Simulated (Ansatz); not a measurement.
# AlN: the cost of one run

Method: DFT, levels as named, plane waves, PAW, in Ansatz 0.2.0.

The COD entry's cell or inner coordinates are ideal or old and differ from later refinements, so a difference from it is no clean test against experiment.

**1. The system as given**

Symmetry: P6_3mc, No. 186, hexagonal system. Conventional cell: a = 3.113 Å, b = 3.113 Å, c = 4.981 Å, α = 90.00°, β = 90.00°, γ = 120.00°. Al (site symmetry 3m) has 4 N at 1.89 Å as nearest neighbours. Around N (site symmetry 3m) lie 4 Al at 1.89 Å.

Coordinates:

```cif
data_structure
_symmetry_space_group_name_H-M 'P 1'
_symmetry_Int_Tables_number 1
_cell_length_a 3.1130
_cell_length_b 3.1130
_cell_length_c 4.9810
_cell_angle_alpha 90.000
_cell_angle_beta 90.000
_cell_angle_gamma 120.000
_cell_volume 41.80
loop_
_atom_site_label
_atom_site_type_symbol
_atom_site_fract_x
_atom_site_fract_y
_atom_site_fract_z
_atom_site_occupancy
Al1 Al 0.33333 0.66667 0.00000 1
Al2 Al 0.66667 0.33333 0.50000 1
N1 N 0.33333 0.66667 0.38000 1
N2 N 0.66667 0.33333 0.88000 1
```

**2. Relaxation with PBE**

input.yaml reads:

```yaml
crystal:
  lattice:
    - [3.113, 0.0, 0.0]
    - [-1.5565, 2.69593708, 0.0]
    - [0.0, 0.0, 4.981]
  atoms:
    - { symbol: Al, position: [0.33333333, 0.66666667, 0.0] }
    - { symbol: Al, position: [0.66666667, 0.33333333, 0.5] }
    - { symbol: "N", position: [0.33333333, 0.66666667, 0.38] }
    - { symbol: "N", position: [0.66666667, 0.33333333, 0.88] }
  symmetry: { tolerance: 0.0003 }
hamiltonian:
  xc: pbe
  pseudopotentials: { kind: paw, azcp: { folder: soft_1 } }
basis:
  ecutwfc: 420
magnetization:
  spin_polarized: false
scf:
  occupations: { method: fermi_dirac, width: 0.02 }
kpoints:
  mp_grid: { grid: [12, 12, 6], shift: [0, 0, 0] }
output:
  forces: true
  stress: true
  eigenvalues: true
relax:
  max_steps: 60
  cell: {}
```

On the command line:

```bash
$ ansatz run input.yaml --threads 2 --pin off --max-ram 5120MiB --backend cpu --events-out ev --progress --plain --runs-dir out
```

Q: Estimate wall time and peak memory on 2 threads of Intel Xeon 6975P-C (Granite Rapids), shared host.

About 11 s, with a peak of 0.4 GiB.
